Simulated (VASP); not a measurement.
Output of a VASP run:

### OSZICAR
```
       N       E                     dE             d eps       ncg     rms          rms(c)
DAV:   1     0.632131582822E+02    0.63213E+02   -0.86886E+03   240   0.126E+03
DAV:   2    -0.273702056218E+02   -0.90583E+02   -0.83585E+02   328   0.280E+02
DAV:   3    -0.306257078825E+02   -0.32555E+01   -0.32430E+01   320   0.540E+01
DAV:   4    -0.306488551663E+02   -0.23147E-01   -0.23139E-01   292   0.542E+00
DAV:   5    -0.306491548476E+02   -0.29968E-03   -0.29964E-03   316   0.512E-01    0.910E+00
DAV:   6    -0.284610908795E+02    0.21881E+01   -0.74630E+00   272   0.248E+01    0.290E+00
DAV:   7    -0.284466105528E+02    0.14480E-01   -0.15173E-01   300   0.390E+00    0.186E+00
DAV:   8    -0.284545745482E+02   -0.79640E-02   -0.41432E-02   256   0.293E+00    0.268E-01
DAV:   9    -0.284534813515E+02    0.10932E-02   -0.29584E-03   308   0.550E-01    0.705E-02
DAV:  10    -0.284538010853E+02   -0.31973E-03   -0.81811E-04   268   0.246E-01    0.500E-02
DAV:  11    -0.284537666447E+02    0.34441E-04   -0.16700E-04   300   0.122E-01    0.399E-03
DAV:  12    -0.284537661463E+02    0.49832E-06   -0.40304E-06   292   0.221E-02
   1 F= -.28453766E+02 E0= -.28453766E+02  d E =-.670012E-17
```

File OUTCAR:
```
------------------------ aborting loop because EDIFF is reached ----------------------------------------
  FORCE on cell =-STRESS in cart. coord.  units (eV):
  Direction    XX          YY          ZZ          XY          YZ          ZX
  --------------------------------------------------------------------------------------
  Total        0.5723021      0.5723023      0.6410000      0.0000000      0.0000000      0.0000000
  in kB       33.1591660     33.1591777     37.1395204      0.0000000      0.0000000      0.0000000
  external PRESSURE =      34.4859547 kB  Pullay stress =       0.0000000 kB
  volume of cell :       27.65
      direct lattice vectors                 reciprocal lattice vectors
     1.350000000 -2.338269000  0.000000000     0.370370370 -0.213833396  0.000000000
     1.350000000  2.338269000  0.000000000     0.370370370  0.213833396  0.000000000
     0.000000000  0.000000000  4.380000000     0.000000000  0.000000000  0.228310502
 POSITION                                       TOTAL-FORCE (eV/Angst)
 -----------------------------------------------------------------------------------
      1.35000     -0.77942      2.19000         0.000000     -0.000000      0.003397
      1.35000      0.77942      0.00000         0.000000     -0.000000      0.003397
      1.35000     -0.77942      3.84564        -0.000000      0.000000     -0.003397
      1.35000      0.77942      1.65564         0.000000     -0.000000     -0.003397
 -----------------------------------------------------------------------------------
    total drift:                               -0.000000      0.001584      0.000675
  FREE ENERGIE OF THE ION-ELECTRON SYSTEM (eV)
  ---------------------------------------------------
  free  energy   TOTEN  =       -28.4537661463 eV

  energy  without entropy=      -28.4537661463  energy(sigma->0) =      -28.45376615
```
(Selected blocks of OUTCAR.)

File POSCAR:
```
BeO
1
    1.3500000000    -2.3382690000     0.0000000000
    1.3500000000     2.3382690000     0.0000000000
    0.0000000000     0.0000000000     4.3800000000
Be O
2 2
Direct
  0.6666670000   0.3333330000   0.5000000000
  0.3333330000   0.6666670000   0.0000000000
  0.6666670000   0.3333330000   0.8780000000
  0.3333330000   0.6666670000   0.3780000000
```

Problem. Write an INCAR and KPOINTS that could have produced this output.

Solution. This is not unique; one that fits is the input of the run itself, PBE GGA, plane waves, VASP's PBE PAW potentials (set 64).

**INCAR**
```
LCHARG = .False.
LASPH = .True.   ! aspherical one-centre terms
NELM = 100
LWAVE = .False.
LREAL = .False.   ! projection in real space or not
ENCUT = 520
ISMEAR = 0
SIGMA = 0.05
GGA = PE   ! PBE
ALGO = Normal   ! blocked Davidson
ISIF = 2
SYSTEM = BeO
EDIFF = 1E-6   ! SCF stop (eV)
PREC = Accurate
```

**KPOINTS**
```
Automatic
0
Gamma
5 5 3
0 0 0
```

POTCAR, in this order: Be O (PBE.64 set). Program: vasp_std.

The compound is BeO in the wurtzite structure. The cell was not relaxed at this level. The k-mesh is coarse (spacing up to 0.54 per Å, 2π included), so the numbers may not be converged in it. The run is one of a series of settings (KPOINTS 5×5×3 Γ-centred mesh against the base run), some of them coarse on purpose.
